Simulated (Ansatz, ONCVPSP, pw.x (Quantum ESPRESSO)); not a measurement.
# From atom to crystal: ONCV potential for gallium

Ga, optimised norm-conserving Vanderbilt (ONCV), made with ONCVPSP 4.0.1.1 (patched build) (PBEsol, scalar-relativistic). Core [Ar] 3d10, reference 4s1.5 4p1.5. Waves: 4s: rc 1.95 bohr, ncon 3, nbas 7, qcut 3.9 1/bohr, 2 projectors, debl 3.4 Ha; 4p: rc 2.00 bohr, ncon 4, nbas 8, qcut 3.7 1/bohr, 2 projectors, debl 1.7 Ha; d scattering state at 0.13 Ha: rc 1.85 bohr, ncon 3, nbas 7, qcut 4.9 1/bohr, 2 projectors, debl 2 Ha. Local part: polynomial inside 1.80 bohr (lpopt 5, dvloc0 1 Ha). Core correction: Teter function, fcfact 4.5, rcfact 1.1.

Crystal test: fcc Ga in pw.x 7.5, no spin, 14³ k-points, Fermi–Dirac smearing 0.01 Ry, cutoffs 50/200 Ry. The reference is all-electron LAPW (Ansatz 0.2.0) with the same functional, mesh and smearing; V0 and B0 come from Birch–Murnaghan fits to the pressures at five volumes. Errors are pseudo minus all-electron; Δ is the rms difference of the E(V) curves that follow from these fits, minima aligned, over ±6 % about the mean V0. Mesh and smearing are coarse, so the numbers serve the comparison and aren't converged zero-temperature values; the lattice is a test structure that the element need not adopt.

```
V (Å³/atom)  P all-electron (GPa)  P pseudo (GPa)
     16.831                  3.59            3.63
     17.274                  1.70            1.78
     17.717                  0.07            0.17
     18.160                 -1.33           -1.23
     18.603                 -2.55           -2.43
```

All-electron: a0 = 4.140 Å (V0 = 17.74 Å³/atom), B0 = 60.2 GPa.

Pseudopotential: mean pressure error (GPa): +0.08; a0 (Å): 4.142; a0 error (%): +0.05; B0 error (%): -1.9; Δ (meV/atom): 0.4. The generator flags a localised state at positive energy (d at 9 eV).

**Question.** At the middle volume, how do free energy and pressure move when the wave cutoff is lowered (ecutrho kept at four times it)?

**Answer.**

```tsv
cutoff (Ry)	shift of F (meV/atom)	shift of P (GPa)
22	+44.3	+0.21
30	+26.8	+0.52
40	+9.7	-0.37
```

The run at the middle volume (104 k-points, 5 iterations) took about 13 s on one core of a shared host (Neoverse-N1, 64 threads, 124 GiB, load 54).
